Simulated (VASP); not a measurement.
# GaS (P6_3/mmc) in VASP: a series of runs

Runs on GaS. Level: PBE+D3(BJ). Tasks: relaxation of cell and atoms.

All numbers are computed with VASP 6.6.1; they aren't measurements. Logs are shortened: lines on timing, memory, paths and dates and some standing lists are left out, and cuts for length are marked.

### 1 Starting point

It takes space group P6_3/mmc (No. 194, hexagonal). The conventional cell has a = 3.585 Å, b = 3.585 Å, c = 15.500 Å, α = 90.00°, β = 90.00°, γ = 120.00°. Ga (site symmetry 3m) has 3 S at 2.34 Å and 1 Ga at 2.48 Å as nearest neighbours. S (site symmetry 3m) is surrounded by 3 Ga at 2.34 Å.

### 2 Relaxation of cell and atoms, PBE+D3(BJ)

INCAR

```
PREC = Accurate
ENCUT = 600
EDIFF = 1E-6
ISMEAR = 0
SIGMA = 0.03
LREAL = False
LASPH = True
NELM = 80
ALGO = Normal
ISIF = 3
LWAVE = False
LCHARG = False
GGA = PE
IVDW = 12
IBRION = 2
NSW = 90
EDIFFG = -0.01
KPAR = 4
```

KPOINTS

```
Automatic mesh
0
Gamma
  9 9 2
```

POSCAR

```
GaS
1.0
    3.5850000000      0.0000000000      0.0000000000
   -1.7925000000      3.1047010726      0.0000000000
    0.0000000000      0.0000000000     15.5000000000
Ga S
4 4
Direct
    0.3333333333      0.6666666667      0.1700000000
    0.6666666667      0.3333333333      0.6700000000
    0.3333333333      0.6666666667      0.3300000000
    0.6666666667      0.3333333333      0.8300000000
    0.3333333333      0.6666666667      0.6000000000
    0.6666666667      0.3333333333      0.1000000000
    0.3333333333      0.6666666667      0.9000000000
    0.6666666667      0.3333333333      0.4000000000
```

Potentials or basis: VASP PAW PBE potentials, release 64 (Ga_d, S).

Started as:

```
$ cat potpaw_PBE.64/Ga_d/POTCAR potpaw_PBE.64/S/POTCAR > POTCAR
$ mpirun -np 4 vasp_std > vasp.out
```

OUTCAR:

```text
PREC = Accurate
   ENCUT = 600
   EDIFF = 1E-6
   ISMEAR = 0
   LREAL = False
   LASPH = True
   NELM = 80
   ISIF = 3
   GGA = PE
   IVDW = 12
   IBRION = 2
   NSW = 90
   EDIFFG = -0.01
 IVDW          = 12

 ion  position               nearest neighbor table
   1  0.333  0.667  0.170-   6 2.34   6 2.34   6 2.34   3 2.48
   2  0.667  0.333  0.670-   5 2.34   5 2.34   5 2.34   4 2.48
   3  0.333  0.667  0.330-   8 2.34   8 2.34   8 2.34   1 2.48
   4  0.667  0.333  0.830-   7 2.34   7 2.34   7 2.34   2 2.48
   5  0.333  0.667  0.600-   2 2.34   2 2.34   2 2.34
   6  0.667  0.333  0.100-   1 2.34   1 2.34   1 2.34
   7  0.333  0.667  0.900-   4 2.34   4 2.34   4 2.34
   8  0.667  0.333  0.400-   3 2.34   3 2.34   3 2.34

  LATTYP: Found a hexagonal cell.
 ALAT       =     3.5850000000
 C/A-ratio  =     4.3235704324

  Lattice vectors:

 A1 = (   3.5850000000,   0.0000000000,   0.0000000000)
 A2 = (  -1.7925000000,   3.1047010726,   0.0000000000)
 A3 = (   0.0000000000,   0.0000000000,  15.5000000000)

Analysis of symmetry for initial positions (statically):
=====================================================================
 Subroutine PRICEL returns:
 Original cell was already a primitive cell.

 Routine SETGRP: Setting up the symmetry group for a
 hexagonal supercell.

 Subroutine GETGRP returns: Found 24 space group operations
 (whereof 12 operations were pure point group operations)
 out of a pool of 24 trial point group operations.

The static configuration has the point symmetry D_3d.
 The point group associated with its full space group is D_6h.

Analysis of symmetry for dynamics (positions and initial velocities):
=====================================================================
 Subroutine PRICEL returns:
 Original cell was already a primitive cell.

 Routine SETGRP: Setting up the symmetry group for a
 hexagonal supercell.

 Subroutine GETGRP returns: Found 24 space group operations
 (whereof 12 operations were pure point group operations)
 out of a pool of 24 trial point group operations.

The dynamic configuration has the point symmetry D_3d.
 The point group associated with its full space group is D_6h.

 Subroutine INISYM returns: Found 24 space group operations
 (whereof 12 operations are pure point group operations),
 and found     1 'primitive' translations

----------------------------------------------------------------------------------------

                                     Primitive cell

  volume of cell :     172.5205

  direct lattice vectors                    reciprocal lattice vectors
     3.585000000  0.000000000  0.000000000     0.278940028  0.161046100  0.000000000
    -1.792500000  3.104701073  0.000000000     0.000000000  0.322092200  0.000000000
     0.000000000  0.000000000 15.500000000     0.000000000  0.000000000  0.064516129

  length of vectors
     3.585000000  3.585000000 15.500000000     0.322092200  0.322092200  0.064516129

  position of ions in fractional coordinates (direct lattice)
     0.333333333  0.666666667  0.170000000
     0.666666667  0.333333333  0.670000000
     0.333333333  0.666666667  0.330000000
     0.666666667  0.333333333  0.830000000
     0.333333333  0.666666667  0.600000000
     0.666666667  0.333333333  0.100000000
     0.333333333  0.666666667  0.900000000
     0.666666667  0.333333333  0.400000000

  ion indices of the primitive-cell ions
   primitive index   ion index
                 1           1
                 2           2
                 3           3
                 4           4
                 5           5
                 6           6
                 7           7
                 8           8

----------------------------------------------------------------------------------------

 KPOINTS: Automatic mesh

Automatic generation of k-mesh.
 Grid dimensions read from file:
 generate k-points for:    9    9    2

 Generating k-lattice:

  Cartesian coordinates                     Fractional coordinates (reciprocal lattice)
     0.030993336  0.017894011  0.000000000     0.111111111 -0.000000000  0.000000000
     0.000000000  0.035788022  0.000000000     0.000000000  0.111111111  0.000000000
     0.000000000  0.000000000  0.032258065     0.000000000  0.000000000  0.500000000

  Length of vectors
     0.035788022  0.035788022  0.032258065

  Shift w.r.t. Gamma in fractional coordinates (k-lattice)
     0.000000000  0.000000000  0.000000000

 Subroutine IBZKPT returns following result:
 ===========================================

 Found     24 irreducible k-points:

 Following reciprocal coordinates:
            Coordinates               Weight
  0.000000  0.000000  0.000000      1.000000
  0.111111  0.000000  0.000000      6.000000
  0.222222  0.000000  0.000000      6.000000
  0.333333 -0.000000  0.000000      6.000000
  0.444444  0.000000  0.000000      6.000000
  0.111111  0.111111  0.000000      6.000000
[... 16 lines left out ...]
  0.333333  0.222222  0.500000     12.000000
  0.333333  0.333333  0.500000      2.000000
   k-points           NKPTS =     24   k-points in BZ     NKDIM =     24   number of bands    NBANDS=     45
   number of dos      NEDOS =    301   number of ions     NIONS =      8
   total plane-waves  NPLWV = 113400
   dimension x,y,z NGX =    30 NGY =   30 NGZ =  126
   dimension x,y,z NGXF=    60 NGYF=   60 NGZF=  252
   ions per type =               4   4
   NGX,Y,Z   is equivalent  to a cutoff of  13.91, 13.91, 13.51 a.u.
   NGXF,Y,Z  is equivalent  to a cutoff of  27.82, 27.82, 27.03 a.u.
 SYSTEM =  unknown system
   PREC   = accura    normal or accurate (medium, high low for compatibility)
   ISTART =      0    job   : 0-new  1-cont  2-samecut
   ICHARG =      2    charge: 1-file 2-atom 10-const
   ISPIN  =      1    spin polarized calculation?
   LNONCOLLINEAR =      F non collinear calculations
   LSORBIT =      F    spin-orbit coupling
   LASPH  =      T    aspherical Exc in radial PAW
   ENCUT  =  600.0 eV  44.10 Ry    6.64 a.u.   7.16  7.16 30.96*2*pi/ulx,y,z
   NELM   =     80;   NELMIN=  2; NELMDL= -5     # of ELM steps
   EDIFF  = 0.1E-05   stopping-criterion for ELM
   LREAL  =      F    real-space projection
   EDIFFG = -.1E-01   stopping-criterion for IOM
   NSW    =     90    number of steps for IOM
   IBRION =      2    ionic relax: 0-MD 1-quasi-New 2-CG
   NFREE  =      1    steps in history (QN), initial steepest desc. (CG)
   ISIF   =      3    stress and relaxation
   ISYM   =      2    0-nonsym 1-usesym 2-fastsym
   POTIM  = 0.5000    time-step for ionic-motion
   TEBEG  =    0.0;   TEEND  =   0.0 temperature during run
   PSTRESS=    0.0 pullay stress
   NELECT =      76.0000    total number of electrons
   NUPDOWN=      -1.0000    fix difference up-down
   EMIN   =  10.00;   EMAX   =-10.00  energy-range for DOS
   EFERMI =   0.00;   METHOD = LEGACY
   ISMEAR =     0;   SIGMA  =   0.03  broadening in eV -4-tet -1-fermi 0-gaus
   EFERMI_NEDOS =   21; number of points for ismear=-14 and -15
   IALGO  =     38    algorithm
   IMIX   =      4    mixing-type and parameters
     AMIX     =   0.40;   BMIX     =  1.00
     AMIX_MAG =   1.60;   BMIX_MAG =  1.00
  volume/ion in A,a.u.               =      21.57       145.53
  Fermi-wavevector in a.u.,A,eV,Ry     =   1.245659  2.353954 21.111700  1.551666
  Thomas-Fermi vector in A             =   2.379871
   LORBIT       =      0    0 simple, 1 ext, 2 COOP (PROOUT), +10 PAW based schemes
   GGA     = PE    functional components
   LHFCALC =     F    Hartree Fock is set to
   AEXX    =    0.0000 exact exchange contribution
   IVDW    =    12    specifies the selected vdW correction
   LEPSILON=     F    determine dielectric tensor
   LRPA    =     F    only Hartree local field effects (RPA)
 conjugate gradient relaxation of ions
 non-spin polarized calculation
 Gauss-broadening in eV      SIGMA  =   0.03
  energy-cutoff  :      600.00
  volume of cell :      172.52
 maximum number of plane-waves:      5823
 NGX is ok and might be reduce to    30
   NGX = 15   NGY = 15   NGZ = 61

--------------------------------------- Ionic step        1  -------------------------------------------

 number of electron      75.9999986 magnetization

 Free energy of the ion-electron system (eV)
  ---------------------------------------------------
  ext. energy  EPLUGINS =         0.00000000
  ---------------------------------------------------
  free energy    TOTEN  =       -33.21096085 eV

  energy without entropy =      -33.21096085  energy(sigma->0) =      -33.21096085

------------------------ aborting loop because EDIFF is reached ----------------------------------------

 Edisp (eV)   -2.18150

 E8    (eV) :    -0.9068

  FORCE on cell =-STRESS in cart. coord.  units (eV):
  Direction    XX          YY          ZZ          XY          YZ          ZX
  --------------------------------------------------------------------------------------
  -------------------------------------------------------------------------------------
  Total       0.32381     0.32381    -0.84187     0.00000     0.00000     0.00000
  in kB       3.00719     3.00719    -7.81838     0.00000     0.00000     0.00000
  external pressure =       -0.60 kB  Pullay stress =        0.00 kB

 VOLUME and BASIS-vectors are now :
 -----------------------------------------------------------------------------
  energy-cutoff  :      600.00
  volume of cell :      172.52
      direct lattice vectors                 reciprocal lattice vectors
     3.585000000  0.000000000  0.000000000     0.278940028  0.161046100  0.000000000
    -1.792500000  3.104701073  0.000000000     0.000000000  0.322092200  0.000000000
     0.000000000  0.000000000 15.500000000     0.000000000  0.000000000  0.064516129
[... 139 lines left out ...]
 POSITION                                       TOTAL-FORCE (eV/Angst)
 -----------------------------------------------------------------------------------
     -0.00000      2.07092      2.63007        -0.000000      0.000000      0.002444
      1.79347      1.03546     10.33687         0.000000      0.000000      0.002444
     -0.00000      2.07092      5.07673        -0.000000     -0.000000     -0.002444
      1.79347      1.03546     12.78353         0.000000     -0.000000     -0.002444
     -0.00000      2.07092      9.24768         0.000000     -0.000000     -0.006134
      1.79347      1.03546      1.54088        -0.000000      0.000000     -0.006134
     -0.00000      2.07092     13.87272         0.000000     -0.000000      0.006134
      1.79347      1.03546      6.16592        -0.000000     -0.000000      0.006134
 -----------------------------------------------------------------------------------
    total drift:                               -0.000000      0.000000      0.000000

  FREE ENERGIE OF THE ION-ELECTRON SYSTEM (eV)
  ---------------------------------------------------
  free  energy   TOTEN  =       -35.3998095469 eV

  energy  without entropy=      -35.3998095469  energy(sigma->0) =      -35.39980955

--------------------------------------- Ionic step        5  -------------------------------------------

 number of electron      75.9999988 magnetization

 Free energy of the ion-electron system (eV)
  ---------------------------------------------------
  ext. energy  EPLUGINS =         0.00000000
  ---------------------------------------------------
  free energy    TOTEN  =       -33.20965826 eV

  energy without entropy =      -33.20965826  energy(sigma->0) =      -33.20965826

 E-fermi :   4.1487     XC(G=0):  -9.5118

 val. band max:        3.9859875187   @ k =   0.0000   0.0000   0.0000
 cond. band min:       5.5595562497   @ k =   0.4444   0.0000   0.0000
 fundamental gap:      1.5735687309
 Fermi energy:         4.1487086835

 k-point     1 :       0.0000    0.0000    0.0000
  band No.  band energies     occupation
      1     -10.9905      2.00000
      2     -10.9874      2.00000
      3     -10.8601      2.00000
      4     -10.8601      2.00000
      5     -10.8599      2.00000
      6     -10.8599      2.00000
[... 1167 lines left out ...]
 POSITION                                       TOTAL-FORCE (eV/Angst)
 -----------------------------------------------------------------------------------
     -0.00000      2.07161      2.63144         0.000000      0.000000      0.001152
      1.79406      1.03580     10.34270        -0.000000     -0.000000      0.001152
     -0.00000      2.07161      5.07981         0.000000      0.000000     -0.001152
      1.79406      1.03580     12.79106        -0.000000      0.000000     -0.001152
     -0.00000      2.07161      9.25256         0.000000      0.000000      0.007376
      1.79406      1.03580      1.54130         0.000000     -0.000000      0.007376
     -0.00000      2.07161     13.88120         0.000000      0.000000     -0.007376
      1.79406      1.03580      6.16995        -0.000000     -0.000000     -0.007376
 -----------------------------------------------------------------------------------
    total drift:                               -0.000000      0.000000      0.000000

  FREE ENERGIE OF THE ION-ELECTRON SYSTEM (eV)
  ---------------------------------------------------
  free  energy   TOTEN  =       -35.3998801074 eV

  energy  without entropy=      -35.3998801074  energy(sigma->0) =      -35.39988011

 reached required accuracy - stopping structural energy minimisation
```

It took 3.3 min on 4 MPI ranks of Intel Xeon Platinum 8375C at 2.90GHz (Ice Lake), shared host; peak memory 0.46 GiB.

What came out:

| Quantity | Value |
| --- | --- |
| Free energy | -35.3999 eV |
| Relaxed volume | 21.49 Å³/atom |
| Relaxed cell | a = 3.588 Å, b = 3.588 Å, c = 15.423 Å, α = 90.00°, β = 90.00°, γ = 120.00° |
| Space group after relaxing (to 0.05 Å) | P6_3/mmc (No. 194) |
| Energy gained by relaxing | 0.9 meV/atom |
| Ionic steps | 5 |
| Pressure after relaxing | 0.0 GPa |
| Largest force after relaxing | 0.007 eV/Å |
| Band gap on the k mesh | 1.57 eV, indirect (least direct gap 1.67 eV) |
| Dispersion energy per atom | -0.274 eV |

Forces in eV/Å, atoms in the order of the input:
```
Ga   0.000  0.000  0.001
Ga   0.000  0.000  0.001
Ga   0.000  0.000 -0.001
Ga   0.000  0.000 -0.001
S    0.000  0.000  0.007
S    0.000  0.000  0.007
S    0.000  0.000 -0.007
S    0.000  0.000 -0.007
```

Step by step:
| step | energy change (eV) | largest force (eV/Å) | pressure (GPa) | volume (Å³) |
| --- | --- | --- | --- | --- |
| 1 | 0.0000 | 0.2532 | -0.06 | 172.52 |
| 2 | -0.0065 | 0.0831 | -0.22 | 172.32 |
| 3 | -0.0071 | 0.0319 | -0.19 | 172.36 |
| 4 | -0.0074 | 0.0061 | 0.07 | 171.74 |
| 5 | -0.0074 | 0.0074 | 0.01 | 171.96 |

Final structure:
```cif
data_structure
_symmetry_space_group_name_H-M 'P 1'
_symmetry_Int_Tables_number 1
_cell_length_a 3.5881
_cell_length_b 3.5881
_cell_length_c 15.4225
_cell_angle_alpha 90.000
_cell_angle_beta 90.000
_cell_angle_gamma 120.000
_cell_volume 171.96
loop_
_atom_site_label
_atom_site_type_symbol
_atom_site_fract_x
_atom_site_fract_y
_atom_site_fract_z
_atom_site_occupancy
Ga1 Ga 0.33333 0.66667 0.17062 1
Ga2 Ga 0.66667 0.33333 0.67062 1
Ga3 Ga 0.33333 0.66667 0.32938 1
Ga4 Ga 0.66667 0.33333 0.82938 1
S1 S 0.33333 0.66667 0.59994 1
S2 S 0.66667 0.33333 0.09994 1
S3 S 0.33333 0.66667 0.90006 1
S4 S 0.66667 0.33333 0.40006 1
```

Caveat: an odd mesh through Γ misses points on the zone boundary, where band edges often lie.

### 3 Relaxation of cell and atoms, PBE+D3(BJ)

This run uses another cell than the first one, of 21.49 Å³/atom, 0.997 times its volume.

Edit INCAR of step 2 so:

```diff
@@ -2,3 +2,3 @@
 ENCUT = 600
-EDIFF = 1E-6
+EDIFF = 1E-7
 ISMEAR = 0
@@ -16,3 +16,3 @@
 NSW = 90
-EDIFFG = -0.01
+EDIFFG = -0.005
 KPAR = 4
```

KPOINTS is that of step 2.

POSCAR

```
GaS                                     
1.0
    3.5881281492     -0.0000000000      0.0000000000
   -1.7940640746      3.1074101293     -0.0000000000
    0.0000000000     -0.0000000000     15.4225057272
  Ga              S             
     4     4
Direct
     0.3333333332999970    0.6666666667000030    0.1706235578691137
     0.6666666667000030    0.3333333332999970    0.6706235578691137
     0.3333333332999970    0.6666666667000030    0.3293764421308863
     0.6666666667000030    0.3333333332999970    0.8293764421308863
     0.3333333332999970    0.6666666667000030    0.5999385165630959
     0.6666666667000030    0.3333333332999970    0.0999385165630959
     0.3333333332999970    0.6666666667000030    0.9000614834369041
     0.6666666667000030    0.3333333332999970    0.4000614834369041
```

Potentials or basis: VASP PAW PBE potentials, release 64 (Ga_d, S).

Started as:

```
$ cat potpaw_PBE.64/Ga_d/POTCAR potpaw_PBE.64/S/POTCAR > POTCAR
$ mpirun -np 4 vasp_std > vasp.out
```

It took 1.7 min on 4 MPI ranks of Intel Xeon Platinum 8375C at 2.90GHz (Ice Lake), shared host; peak memory 0.46 GiB.

It converged, with:

```
Free energy                  : -35.3998 eV
Energy gained by relaxing    : 0.0 meV/atom
Ionic steps                  : 2
Pressure after relaxing      : 0.0 GPa
Largest force after relaxing : 0.005 eV/Å
Band gap on the k mesh       : 1.57 eV, indirect (least direct gap 1.67 eV)
Dispersion energy per atom   : -0.274 eV
```

Forces in eV/Å, atoms in the order of the input:
```
Ga   0.000  0.000  0.002
Ga   0.000  0.000  0.002
Ga   0.000  0.000 -0.002
Ga   0.000  0.000 -0.002
S    0.000  0.000  0.005
S    0.000  0.000  0.005
S    0.000  0.000 -0.005
S    0.000  0.000 -0.005
```

Final structure:
```
Ga S
1.0
     3.58824    0.00000    0.00000
    -1.79412    3.10751    0.00000
     0.00000    0.00000   15.42278
Ga S
4 4
Cartesian
  0.0000 2.0717 2.6315
  1.7941 1.0358 10.3429
  0.0000 2.0717 5.0799
  1.7941 1.0358 12.7913
  0.0000 2.0717 9.2531
  1.7941 1.0358 1.5417
  0.0000 2.0717 13.8811
  1.7941 1.0358 6.1697
```

Levels at points of the mesh, in eV from the valence-band top:
| k point | band 36 | band 37 | band 38 | band 39 | band 40 | band 41 |
| --- | --- | --- | --- | --- | --- | --- |
| (0.00, 0.00, 0.00) | -1.41 | -1.41 | 0.00 | 1.67 | 2.37 | 2.84 |
| (0.00, 0.00, 0.50) | -1.44 | -0.73 | -0.73 | 2.11 | 2.11 | 2.93 |

Caveat: an odd mesh through Γ misses points on the zone boundary, where band edges often lie.

(Continued in part 2 of 2.)
